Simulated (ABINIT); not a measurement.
Hf in ABINIT: convergence with pawecutdg

The system is Hf.

```xyz
1
Lattice="-1.8050 1.8050 1.8050 1.8050 -1.8050 1.8050 1.8050 1.8050 -1.8050" Properties=species:S:1:pos:R:3 pbc="T T T"
Hf    0.0000    0.0000    0.0000
```

This isn't the form of Hf at room conditions, which is hcp.

| Quantity | Value |
| --- | --- |
| Program | ABINIT 10.8.3 (patched build) |
| Task | single point |
| Functional | PBE |
| Potentials or basis | JTH PAW PBE v2.0 |
| Cutoff | 517 eV |
| k mesh | 10 × 10 × 10 |
| Occupations | methfessel-paxton, width 0.05 eV |
| Spin | no spin polarisation |

These are the settings of the first run; the series varies pawecutdg, with any setting tied to it.

Hardware: 1 thread of Intel(R) Xeon(R) 6975P-C (Granite Rapids) (shared host).

Q: The values tried are 19.6, 22.8, 28.5, 34.2, 41.8, 51.3, 62.7, loosest first. From which on does the pressure stay within 0.1 GPa of the tightest run that finished?

A: From 28.5 on.

```tsv
pawecutdg	energy less the tightest run (meV/atom)	pressure (GPa)	SCF cycles	CPU time (s)	peak memory (GiB)
19.6	-3.28	-4.86	8	4.4	0.09
22.8	0.56	-5.22	9	5	0.09
28.5	-0.67	-5.02	9	4.9	0.09
34.2	-0.68	-5.20	9	4.8	0.1
41.8	0.17	-5.11	10	5.2	0.1
51.3	-0.14	-5.11	10	5.3	0.11
62.7	0.00	-5.12	10	5.4	0.12
```

Against the tightest run, the energy stays within 1 meV/atom from 22.8 on. The tightest run that finished is the yardstick and may itself not be fully converged.

Spin-orbit coupling is left out, which matters for the levels of Hf.
